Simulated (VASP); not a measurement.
Set up this calculation in VASP 6.6.1, as the native input.

```
Task                   : band structure
Functional             : LDA
Potentials or basis    : VASP PAW LDA potentials, release 64 (Ge_d, Ni)
Cutoff                 : 520 eV
k mesh                 : 8 × 8 × 8
Occupations            : methfessel-paxton, width 0.1 eV
Spin                   : collinear spin, ferromagnetic start
Starting moments       : [0.0, 1.0, 1.0, 1.0] μB
Hubbard terms          : Ni d U = 4 eV, J = 0.5 eV
LDAUTYPE               : 2
Hund's J               : 0.5
Further INCAR settings : LREAL = Auto; ALGO = Fast; EDIFF = 1e-06; NBANDS = 34
```

Crystal: Ni3Ge.

```xyz
4
Lattice="3.5303 0.0000 0.0000 0.0000 3.5303 0.0000 0.0000 0.0000 3.5303" Properties=species:S:1:pos:R:3 pbc="T T T"
Ge    0.0000    0.0000    0.0000
Ni    1.7652    1.7652    0.0000
Ni    0.0000    1.7652    1.7652
Ni    1.7652    0.0000    1.7652
```

The cell comes from a database or a generator and needn't be the stable form of this composition.

The input as run:

POSCAR

```
Ni3Ge
1.0
    3.5303341067      0.0000000000      0.0000000000
    0.0000000000      3.5303341067      0.0000000000
    0.0000000000      0.0000000000      3.5303341067
Ge Ni
1 3
Direct
    0.0000000000      0.0000000000      0.0000000000
    0.5000000000      0.5000000000      0.0000000000
    0.0000000000      0.5000000000      0.5000000000
    0.5000000000      0.0000000000      0.5000000000
```

INCAR.step1

```
ALGO = Fast
EDIFF = 1E-6
ENCUT = 520
GGA = CA
ISIF = 2
ISMEAR = 1
ISPIN = 2
LASPH = T
LCHARG = T
LDAU = T
LDAUJ = 0 0.5
LDAUL = -1 2
LDAUPRINT = 1
LDAUTYPE = 2
LDAUU = 0 4
LMAXMIX = 4
LORBIT = 11
LREAL = Auto
LWAVE = F
MAGMOM = 0 1 1 1
NBANDS = 34
NELM = 150
PREC = Accurate
SIGMA = 0.1
```

KPOINTS.step1

```
k-points
0
Gamma
  8 8 8
```

INCAR.step2

```
ALGO = Fast
EDIFF = 1E-6
ENCUT = 520
GGA = CA
ICHARG = 11
ISIF = 2
ISMEAR = 0
ISPIN = 2
LASPH = T
LCHARG = F
LDAU = T
LDAUJ = 0 0.5
LDAUL = -1 2
LDAUPRINT = 1
LDAUTYPE = 2
LDAUU = 0 4
LMAXMIX = 4
LORBIT = 11
LREAL = Auto
LWAVE = F
MAGMOM = 0 1 1 1
NBANDS = 34
NELM = 150
PREC = Accurate
SIGMA = 0.05
```

KPOINTS.step2

```
path GXMGRX,MR
15
line-mode
reciprocal
 0.0000000000  0.0000000000  0.0000000000  G
 0.0000000000  0.5000000000  0.0000000000  X

 0.0000000000  0.5000000000  0.0000000000  X
 0.5000000000  0.5000000000  0.0000000000  M

 0.5000000000  0.5000000000  0.0000000000  M
 0.0000000000  0.0000000000  0.0000000000  G

 0.0000000000  0.0000000000  0.0000000000  G
 0.5000000000  0.5000000000  0.5000000000  R

 0.5000000000  0.5000000000  0.5000000000  R
 0.0000000000  0.5000000000  0.0000000000  X

 0.5000000000  0.5000000000  0.0000000000  M
 0.5000000000  0.5000000000  0.5000000000  R
```

Potentials or basis: VASP PAW LDA potentials, release 64 (Ge_d, Ni).

Command:

```bash
$ cat potpaw_LDA.64/Ge_d/POTCAR potpaw_LDA.64/Ni/POTCAR > POTCAR
$ cp INCAR.step1 INCAR
$ cp KPOINTS.step1 KPOINTS
$ mpirun -np 1 vasp_std > vasp.out
$ cp INCAR.step2 INCAR
$ cp KPOINTS.step2 KPOINTS
$ mpirun -np 1 vasp_std > vasp.out
```

It gave:

```json
{
 "Band gap along the path": "none (metal or under the smearing width)",
 "Net moment": "0.00 μB per cell"
}
```

Caveat: the log is that of the step along the path at fixed density, whose energy, stress, charges and moments have no meaning; the U is typed as a test and isn't derived for this compound.

Wall time 5.2 min on 1 thread of Intel(R) Xeon(R) Platinum 8559C (Emerald Rapids) (shared host), peak memory 0.26 GiB.
